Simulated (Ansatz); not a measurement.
# Mg: pressure against volume per atom

All results are calculated (Ansatz 0.2.0). Periodic Kohn-Sham DFT of a crystal at fixed atoms; pressure and stress are positive in compression; the energy is the free energy less that of spherical unpolarised free atoms; site moments are those in the method's own spheres, positive along +z.

Cell of the first row (space group Im-3m, No. 229):
```
Mg
1.0
     -1.7676     1.7676     1.7676
      1.7676    -1.7676     1.7676
      1.7676     1.7676    -1.7676
Mg
1
Direct
  0.00000 0.00000 0.00000
```

Settings of every row: method frozen-core PAW; functional PBE; relativity scalar; k mesh 13x13x13; filling fermi-dirac; smearing width 0.05 eV; wave cutoff 420 eV; paw set soft_2.

Atom start moment: 0 on all atoms.

Limits: the cell comes from a prototype or a list of computed structures and needn't be the stable phase.

```
row  volume per atom (Å³)  pressure (GPa)
  1                22.092            1.53
  2                22.553               ?
  3                23.013           0.001
  4                23.473          -0.657
  5                23.933          -1.251
```

Question: what pressure should row 2 give?

Worked fit of pressure. Take u = (V_r/V)^(2/3) − 1 with V_r = 23.243 Å³ an atom, which is twice the finite (Eulerian) strain; such expansions in the strain, on which the Birch-Murnaghan equation of state is built, carry the rest volume and the bulk modulus. The shown rows have u = 0.03444, 0.00665, -0.00654, -0.01931. Least squares give pressure = −0.3362 + 49.827 × u + 126.64 × u² GPa; a straight line predicts inner rows, each left out in turn, worse (root mean square 0.056 against 0.00071 GPa). All shown rows lie on it to the printed digit. The pressure vanishes at u = 0.0066, or V = 23.01 Å³ an atom, and there the bulk modulus at fixed shape and fractions is B = −V dP/dV = (2/3)(1 + u) dP/du = 34.6 GPa. The withheld row has u = 0.02029, so the fit gives −0.3362 + 49.827 × (0.02029) + 126.64 × (0.02029)² = 0.727 GPa.

The calculation gave 0.727 GPa. The fit meets it to the printed digit.
